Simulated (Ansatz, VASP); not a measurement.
# One calculation of I, two programs

```
I
1.0
     0.00000    2.38229    2.38229
     2.38229    0.00000    2.38229
     2.38229    2.38229    0.00000
I
1
Direct
  0.00000 0.00000 0.00000
```

The real solid is made of molecules; this cell is a model form.

Alike in both runs: task single point; functional PBEsol; k mesh 14 × 14 × 14; occupations fermi-dirac, width 0.05 eV; no spin polarisation.

|  | VASP | Ansatz |
| --- | --- | --- |
| version | VASP 6.6.1 | Ansatz 0.2.0 |
| potentials or method | VASP PAW PBE potentials, release 64 (I) | PAW with Ansatz's default frozen-core files, scalar-relativistic |
| plane-wave cutoff (eV) | 520 | 420 |
| valence electrons in the cell | 7 | 17 |

```csv
,VASP,Ansatz,Ansatz less VASP
gap on the k mesh at the Fermi level (eV),none,none,-
pressure (GPa),8.4,8.4,+0.02
```

A gap of «none» marks a metal or a gap that the smearing closes. The two sets of potentials don't hold the same shells in valence.

Caveats: the PAW data sets were made with another functional, which shifts forces and pressure a little (VASP); an odd number of electrons without spin polarisation forces a metal; a magnetic or distorted state may lie lower. Spin-orbit coupling is left out, which matters for the levels of I.
